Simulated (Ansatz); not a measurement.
**Na: the crystal squeezed far**

One table from this session's results is given with a row withheld; the runs are named, their logs left out.

Method: DFT, PBE, PAW with Ansatz's default frozen-core files, scalar-relativistic, in Ansatz 0.2.0.

1 further run of the same task is left out (it didn't finish).

## The structure to begin with

Symmetry: P6/mmm, No. 191, hexagonal system. The conventional cell has a = 3.615 Å, b = 3.615 Å, c = 3.398 Å, α = 90.00°, β = 90.00°, γ = 120.00°. Na (site symmetry 6/mmm) has 8 Na at 3.40 to 3.61 Å as nearest neighbours.

As a file:

```cif
data_structure
_symmetry_space_group_name_H-M 'P 1'
_symmetry_Int_Tables_number 1
_cell_length_a 3.6147
_cell_length_b 3.6147
_cell_length_c 3.3978
_cell_angle_alpha 90.000
_cell_angle_beta 90.000
_cell_angle_gamma 120.000
_cell_volume 38.45
loop_
_atom_site_label
_atom_site_type_symbol
_atom_site_fract_x
_atom_site_fract_y
_atom_site_fract_z
_atom_site_occupancy
Na1 Na 0.00000 0.00000 0.00000 1
```

Whether this phase is the stable one at these pressures isn't tested.

Set-up of the first run:

File input.yaml:

```yaml
crystal:
  lattice:
    - [3.6146556995, 0.0, 0.0]
    - [-1.8073278498, 3.1303836617, 0.0]
    - [0.0, 0.0, 3.3977763575]
  atoms:
    - { symbol: Na, position: [0.0, 0.0, 0.0] }
kpoints:
  mp_grid: { grid: [13, 13, 12] }
scf:
  occupations: { method: fermi_dirac, width: 0.08 }
hamiltonian:
  xc: pbe
  pseudopotentials: { kind: paw }
output:
  forces: true
  stress: true
relax:
  f_tol: 0.005
  max_steps: 40
  cell: {}
```

On the command line:

```
ansatz run input.yaml --threads 1 --pin off --max-ram 2048MiB --backend cpu --events-out ev --progress --plain --runs-dir out
```

Steps of the session up to this table: Cell relaxed at zero pressure, PAW; Volume scaled by 1, PAW; Volume scaled by 1, PAW (partial_waves polarizable); Shape and atoms relaxed at 0.95 of the volume, PAW; Volume scaled by 0.95, PAW; Shape and atoms relaxed at 0.85 of the volume, PAW; Volume scaled by 0.85, PAW; Shape and atoms relaxed at 0.75 of the volume, PAW; Volume scaled by 0.75, PAW; Shape and atoms relaxed at 0.65 of the volume, PAW; Volume scaled by 0.65, PAW; Shape and atoms relaxed at 0.55 of the volume, PAW; Volume scaled by 0.55, PAW; Shape and atoms relaxed at 0.45 of the volume, PAW; Volume scaled by 0.45, PAW; Shape and atoms relaxed at 0.4 of the volume, PAW; Volume scaled by 0.4, PAW; Volume scaled by 0.4, PAW (partial_waves polarizable).

One table of the session follows, with a row left open; its other results are not shown here.

```
                         method  volume over the first  volume (Å³/atom)  pressure (GPa)
                            PAW                      1            38.447           -0.01
                            PAW                   0.95            36.524            0.38
                            PAW                   0.85            32.680            1.49
                            PAW                   0.75            28.835            3.35
                            PAW                   0.65                 ?               ?
                            PAW                   0.55            21.146           12.45
                            PAW                   0.45            17.301           24.34
                            PAW                    0.4            15.379           34.99
PAW (partial_waves polarizable)                      1            38.447           -0.01
PAW (partial_waves polarizable)                    0.4            15.379           34.99
```

**Question.** Estimate the row for PAW, 0.65.

As computed: volume (Å³/atom): 24.990; pressure (GPa): 6.55. In the column «volume (Å³/atom)» it lies between PAW, 0.55 (21.146) and PAW, 0.75 (28.835).
